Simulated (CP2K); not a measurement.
The system is TaN.

```
Ta N
1.0
     2.73231    0.00000    0.00000
     0.00000    2.73231    0.00000
     0.00000    0.00000    2.73231
Ta N
1 1
Direct
  0.00000 0.00000 0.00000
  0.50000 0.50000 0.50000
```

The cell comes from a database or a generator and needn't be the stable form of this composition.

Base run:

| Property | Result |
| --- | --- |
| Program | CP2K 2026.2 |
| Functional | M06-L |
| Potentials or basis | POTENTIAL_UZH Ta GTH-PBE-q13, N GTH-PBE-q5; TZVP-MOLOPT-PBE-GTH basis |
| Density cutoff | 9184 eV |
| k mesh | 10 × 10 × 10 |
| Occupations | fermi-dirac, width 0.05 eV |
| Spin | no spin polarisation |

Its results: band gap on the k mesh none (metal or under the smearing width); pressure 3.2 GPa.

**Question.** After a change of settings the same cell gave: band gap on the k mesh none (metal or under the smearing width); pressure -5.7 GPa. Which change was it?
A. functional from M06-L to revPBE
B. functional from M06-L to PBEsol
C. functional from M06-L to PW91
D. functional from M06-L to HLE16

**Answer.** B.

Caveats: the potentials were made for another functional, which shifts forces and pressure; the basis of atomic orbitals isn't converged, which shifts pressures, moduli and gaps.

Runs at the PBE level aren't shown here.
